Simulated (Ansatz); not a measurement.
# WC: under pressure

A pressure series on WC (-1 to 90 GPa): equation of state, axes and gap.

Computed with Ansatz 0.2.0 (DFT PBEsol, scalar-relativistic, plane waves, PAW, unless a step's input says otherwise).

1 further run of the same task is left out (set aside as unsound or not needed).

## (1) The system as given

The structure is hexagonal, space group P-6m2 (No. 187). The conventional cell has a = 2.898 Å, b = 2.898 Å, c = 2.828 Å, α = 90.00°, β = 90.00°, γ = 120.00°. W (site symmetry -6m2) is surrounded by 6 C at 2.19 Å. Around C (site symmetry -6m2) lie 6 W at 2.19 Å.

Coordinates:

```
CELL_PARAMETERS angstrom
2.89848 0.00000 0.00000
-1.44924 2.51016 0.00000
0.00000 0.00000 2.82776
ATOMIC_POSITIONS crystal
W 0.00000 0.00000 0.00000
C 0.66667 0.33333 0.50000
```

It goes back to an entry of the Materials Project.

This cell was relaxed beforehand with the same method: volume 10.29 Å³/atom, gap on the mesh none (metal).

## (2) Relaxing at -1 GPa

input.yaml

```yaml
crystal:
  lattice:
    - [2.9076763167, 0.0, 0.0]
    - [-1.4538381583, 2.5181215562, 0.0]
    - [0.0, 0.0, 2.8367299728]
  atoms:
    - { symbol: W, position: [0.0, 0.0, 0.0] }
    - { symbol: C, position: [0.6666666667, 0.3333333333, 0.5] }
basis:
  ecutwfc: 420
kpoints:
  mp_grid: { grid: [18, 18, 14] }
hamiltonian:
  xc: pbesol
scf:
  occupations: { method: gaussian, width: 0.1 }
output:
  forces: true
  stress: true
  eigenvalues: true
relax:
  adjacent_minimum: "off"
  f_tol: 0.008
  max_steps: 50
  cell: { stress_tol: 0.08, p_target: -1.0 }
```

The run is started by

```
ansatz run input.yaml --threads 1 --pin off --max-ram 2560MiB --backend cpu --events-out ev --progress --plain --runs-dir out
```

The session goes on with these runs: 1 GPa; target pressure 4 GPa; target pressure 12 GPa; relaxing at 25 GPa; target pressure 50 GPa; 90 GPa.

Before running it: what results should come out? Wanted: bulk modulus B0; B0'.

**Answer**, as computed:

```
                                     quantity                       value
                             volume at 90 GPa  8.77 Å³/atom, V/V0 = 0.853
bulk modulus B0 (third-order Birch-Murnaghan)                     408 GPa
                                          B0'                         4.1
```

**Reading.** Up to 90 GPa the volume falls by 14.7 %. The points follow one equation of state, B0 = 408 GPa. The cell gives way unevenly: a -5.6 %, b -5.6 %, c -4.4 %. The symmetry of the start is kept, so a transition to another structure would not show. The runs treat W without spin-orbit coupling.
